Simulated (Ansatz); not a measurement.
The system is Te2Mo, a slab with vacuum.

```
Te Mo
1.0
     6.36161    0.00000    0.00000
     0.00000    3.48040    0.00000
    -0.08574    0.00000   36.17589
Te Mo
4 2
Cartesian
  2.6844 2.6103 19.5604
  3.5915 0.8701 16.6155
  5.8104 0.8701 20.1329
  0.4655 2.6103 16.0430
  1.1110 0.8701 17.9963
  5.1649 2.6103 18.1796
```

A run of Ansatz 0.2.0 on this cell left the log below. Logs are shortened: lines on timing, memory, paths and dates and some standing lists are left out, and cuts for length are marked.

```text
Warning: RAYON_NUM_THREADS=2 ignored (pool sized by the plan → 2); use --threads N
Engine: ansatz 0.2.0, aarch64-unknown-linux-gnu
Pseudopotentials: kind: paw
Pseudopotential: Te, paw, valence charge 16, recommended cutoff 420 eV (normal), Te.paw.azcp
Pseudopotential: Mo, paw, valence charge 14, recommended cutoff 420 eV (normal), Mo.paw.azcp
Functional definition: PBE
  parameter kappa = 0.804
  parameter beta = 0.06672455060314922
  exchange = pbe_x(kappa = kappa, mu = beta*pi^2/3)
  correlation = pbe_c(beta = beta)
Crystal: 6 atoms, lattice volume = 800.969 Å³
Basis set: ecut = 420 eV, 15635 PW (Γ), exchange–correlation on 90×48×486 points (8 copies of the dense FFT grid, shifted against one another)
Bands: 56, of which v1, the nominal top of the filled ones, is band 46 counted from 1 (45 counted from 0)
Symmetry: 4 space group operations
Space group: P21/m (ITA 11), of the structure as read, at distance tolerance 9.3e-5 Å
k-points: 8 of 18
Non-local potential: Te, projectors of the file, l = 0: 2, l = 1: 2, l = 2: 2, l = 3: 2
Non-local potential: Mo, projectors of the file, l = 0: 3, l = 1: 2, l = 2: 2, l = 3: 1
[... 32 lines left out ...]
  E_paw        = -25053.474982  (= ΣΔE_a)
  E_vpaw       = -1809.883054  (= ΣTr[D̂ρ^β])
  E_aug_tail   = -0.000655  (compensation charges beyond the density's cutoff)
  E_ewald      = 66222.334639
  E_smearing   = -0.009151  (= −TS)
  E_closure    = 0.000000  (closes the sum)
  Σ components = -37833.387626   (vs F -37833.387626, Δ=0.00e0)
--- Forces (eV/Å), atoms counted from 1 ---
  atom   1  Te     0.06393896     0.00000000     0.10441980
  atom   2  Te    -0.06393896     0.00000000    -0.10441980
  atom   3  Te    -0.04281721     0.00000000     0.26190043
  atom   4  Te     0.04281721     0.00000000    -0.26190043
  atom   5  Mo     0.01496807     0.00000000     0.00050895
  atom   6  Mo    -0.01496807     0.00000000    -0.00050895
  max |Σ_I F_I| component: 5.55e-17 eV/Å
--- Stress (GPa, compression-positive) ---
        0.089495       0.000000       0.002108
        0.000000       0.002340       0.000000
        0.002108       0.000000       0.275736
  P = ⅓ Tr σ = 0.1225 GPa (1.225 kbar)
--- Band table (eV; the first three rows and the last of 8) ---
  k-point 0: bands = ["-62.4085", "-62.3513", "-38.2970", "-38.2898", "-38.2785", "-38.2774", "-38.2471", "-38.2396", "-38.2259", "-38.2115", "-38.2008", "-38.1984", "-38.1309", "-38.1280", "-38.1148", "-38.1125", "-38.0639", "-38.0531", "-38.0128", "-38.0054", "-37.9959", "-37.9918", "-36.6397", "-36.5740", "-36.5310", "-36.4179", "-36.3652", "-36.2221", "-14.1698", "-13.2174", "-12.4079", "-12.1911", "-6.9595", "-6.3056", "-5.9939", "-5.2809", "-4.0773", "-3.8314", "-3.7187", "-3.3117", "-3.0413", "-2.6661", "-2.3300", "-1.9810", "-1.6880", "-1.2183", "-0.7459", "-0.3159", "0.3231", "0.7373", "0.8640", "1.8743", "2.0055", "2.0183"]
  k-point 1: bands = ["-62.4033", "-62.3538", "-38.2922", "-38.2843", "-38.2800", "-38.2793", "-38.2493", "-38.2424", "-38.2245", "-38.2120", "-38.2011", "-38.1988", "-38.1253", "-38.1228", "-38.1173", "-38.1150", "-38.0650", "-38.0558", "-38.0125", "-38.0058", "-37.9951", "-37.9913", "-36.6383", "-36.6056", "-36.5162", "-36.4404", "-36.3521", "-36.2257", "-13.8658", "-13.0271", "-12.2739", "-12.0043", "-6.6564", "-6.0237", "-5.8514", "-5.1776", "-4.3776", "-4.3155", "-3.8752", "-3.8582", "-3.1139", "-2.8492", "-2.6101", "-2.3102", "-1.8891", "-1.7136", "-1.4048", "-0.1741", "0.5647", "0.5712", "0.6389", "0.6825", "1.3714", "1.9114"]
  k-point 2: bands = ["-62.3902", "-62.3615", "-38.2885", "-38.2857", "-38.2748", "-38.2731", "-38.2534", "-38.2487", "-38.2213", "-38.2141", "-38.2010", "-38.1996", "-38.1221", "-38.1208", "-38.1130", "-38.1118", "-38.0665", "-38.0615", "-38.0118", "-38.0074", "-37.9931", "-37.9908", "-36.6605", "-36.6565", "-36.4852", "-36.4585", "-36.3266", "-36.2472", "-13.0447", "-12.5512", "-12.0123", "-11.6846", "-6.0987", "-6.0801", "-5.8882", "-5.1060", "-5.0042", "-4.6600", "-4.4905", "-4.4455", "-3.9935", "-3.3469", "-3.1636", "-3.0025", "-2.4823", "-1.9858", "-0.8425", "-0.3676", "0.0716", "0.4828", "0.6344", "0.7302", "1.8166", "1.9643"]
  k-point 7: bands = ["-62.3745", "-62.3745", "-38.2892", "-38.2892", "-38.2689", "-38.2689", "-38.2537", "-38.2537", "-38.2175", "-38.2175", "-38.2003", "-38.2003", "-38.1230", "-38.1230", "-38.1072", "-38.1072", "-38.0658", "-38.0658", "-38.0091", "-38.0091", "-37.9912", "-37.9912", "-36.6872", "-36.6872", "-36.4611", "-36.4611", "-36.2835", "-36.2835", "-12.2311", "-12.2311", "-11.8349", "-11.8349", "-6.9214", "-6.9214", "-5.9957", "-5.9957", "-4.6963", "-4.6963", "-4.0227", "-4.0227", "-3.5250", "-3.5250", "-3.1175", "-3.1175", "-2.4048", "-2.4048", "-0.2666", "-0.2666", "0.4295", "0.4295", "0.7922", "0.7922", "2.0682", "2.0682"]
```

What input gives this log?

Single point with PBE, no spin polarisation. The files as run (others can give the same):

input.yaml
```yaml
crystal:
  lattice:
    - [6.3616090156, 0.0, 0.0]
    - [0.0, 3.48040306, 0.0]
    - [-0.0857412231, 0.0, 36.1758904685]
  atoms:
    - { symbol: Te, position: [0.4292511, 0.75, 0.54070358] }
    - { symbol: Te, position: [0.5707489, 0.25, 0.45929642] }
    - { symbol: Te, position: [0.92084787, 0.25, 0.55652732] }
    - { symbol: Te, position: [0.07915213, 0.75, 0.44347268] }
    - { symbol: Mo, position: [0.18134756, 0.25, 0.49746537] }
    - { symbol: Mo, position: [0.81865244, 0.75, 0.50253463] }
hamiltonian:
  xc: pbe
  pseudopotentials: { kind: paw }
kpoints:
  mp_grid: { grid: [3, 6, 1] }
scf:
  occupations: { method: fermi_dirac, width: 0.05 }
output:
  forces: true
  stress: true
  eigenvalues: true
```

Potentials or basis: Ansatz PAW.
Launch:
```sh
$ ansatz run input.yaml --threads 2 --pin off --max-ram 5120MiB --backend cpu --events-out ev --progress --plain --runs-dir out
```
